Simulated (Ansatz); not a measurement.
A crystal relaxed with r2SCAN in Ansatz 0.2.0 has space group P6_3/mmc (No. 194) and a = 4.721 Å, c = 5.570 Å.

```
atom  site       x       y       z
  Xx    2c  0.3333  0.6667  0.2500
  Cl    2d  0.6667  0.3333  0.2500
```

r2SCAN gives a direct gap of 5.46 eV at Γ. HSE06 gives a direct gap of 6.13 eV at Γ. The PBE gap is direct at Γ: 4.84 eV. Meshes: r2SCAN 6×6×6, HSE06 6×6×4, PBE 6×6×6. r2SCAN's ε∞ is 2.1 along x and y, 2.2 along z.

Problem. Which element is Xx?
A. Na
B. Cs
C. Rb
D. K

Solution. A. Xx is Na: NaCl built on the h-MgO prototype. Around Na lie 5 Cl at 2.73–2.78 Å; around Cl lie 5 Na at 2.73–2.78 Å.

All values are calculated for a non-magnetic cell, which may be hypothetical.

The meshes of the hybrids are coarse, so their gaps aren't converged to the digits shown.
